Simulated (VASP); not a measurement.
Pd:

```
Pd
1.0
    -1.54077    1.54077    1.54077
     1.54077   -1.54077    1.54077
     1.54077    1.54077   -1.54077
Pd
1
Direct
  0.00000 0.00000 0.00000
```

This isn't the form of Pd at room conditions, which is fcc.

Base run:

| Property | Result |
| --- | --- |
| Program | VASP 6.6.1 |
| Functional | PBEsol |
| Potentials or basis | VASP PAW PBE potentials, release 64 (Pd) |
| Cutoff | 520 eV |
| k mesh | 18 × 18 × 18 |
| Occupations | gaussian, width 0.5 eV |
| Spin | no spin polarisation |

Its results: band gap on the k mesh none (metal or under the smearing width); pressure 1.2 GPa.

Q: The run is repeated on the same cell with these changes: cutoff from 520 eV to 900 eV; occupations from gaussian, width 0.5 eV to gaussian, width 0.1 eV. What comes out?

A: Band gap on the k mesh none (metal or under the smearing width); pressure 0.1 GPa.

Caveats: the PAW data sets were made with another functional, which shifts forces and pressure a little.

Not every run made on this cell is shown here.
